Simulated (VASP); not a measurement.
Wanted: the native input for a VASP 6.6.1 run.

```
Task                   : relaxation of cell and atoms
Functional             : r2SCAN
Potentials or basis    : VASP PAW PBE potentials, release 64 (C, Si)
Cutoff                 : 600 eV
k mesh                 : 10 × 10 × 10
Occupations            : gaussian, width 0.02 eV
Spin                   : no spin polarisation
Further INCAR settings : ALGO = Normal; EDIFF = 1e-07; IBRION = 2; EDIFFG = -0.01; NSW = 40; ISIF = 3
```

The structure of SiC3 lies in POSCAR:

```
SiC3
1.0
    0.0000000000     -2.0179903000     -2.0179903000
   -2.0179903000      0.0000000000     -2.0179903000
    2.0179903000      2.0179903000     -4.0359806000
C Si
3 1
Direct
    0.8750000000      0.8750000000      0.3750000000
    0.3750000000      0.3750000000      0.8750000000
    0.7500000000      0.7500000000      0.7500000000
    0.2500000000      0.2500000000      0.2500000000
```

The cell comes from a database or a generator and needn't be the stable form of this composition.

One way to write it, as run:

INCAR

```
SYSTEM = SiC3
ALGO = Normal ; EDIFF = 1E-7
EDIFFG = -0.01 ; ENCUT = 600
IBRION = 2 ; ISIF = 3
ISMEAR = 0 ; LASPH = .True.
LCHARG = .False. ; LMIXTAU = .True.
LREAL = .False. ; LWAVE = .False.
METAGGA = R2SCAN ; NELM = 60
NSW = 40 ; PREC = Accurate
SIGMA = 0.02
```

KPOINTS

```
k-points
0
Gamma
  10 10 10
  0 0 0
```

Potentials or basis: VASP PAW PBE potentials, release 64 (C, Si).

Launch:

```sh
$ cat potpaw_PBE.64/C/POTCAR potpaw_PBE.64/Si/POTCAR > POTCAR
$ mpirun -np 1 vasp_std > vasp.out
```

It gave:

```
Relaxed volume                         : 8.10 Å³/atom
Relaxed cell                           : a = 2.831 Å, b = 2.831 Å, c = 4.944 Å, α = 73.37°, β = 73.37°, γ = 60.00°
Space group after relaxing (to 0.05 Å) : R3m (No. 160)
Energy gained by relaxing              : 174.8 meV/atom
Ionic steps                            : 11
Pressure after relaxing                : 0.0 GPa
Largest force after relaxing           : 0.006 eV/Å
Band gap on the k mesh                 : 1.90 eV, indirect (least direct gap 3.59 eV)
```

Caveat: the PAW data sets were made with another functional, which shifts forces and pressure a little.

It took 10 min on 1 thread of Intel(R) Xeon(R) 6975P-C (Granite Rapids) (shared host), peak memory 0.2 GiB.
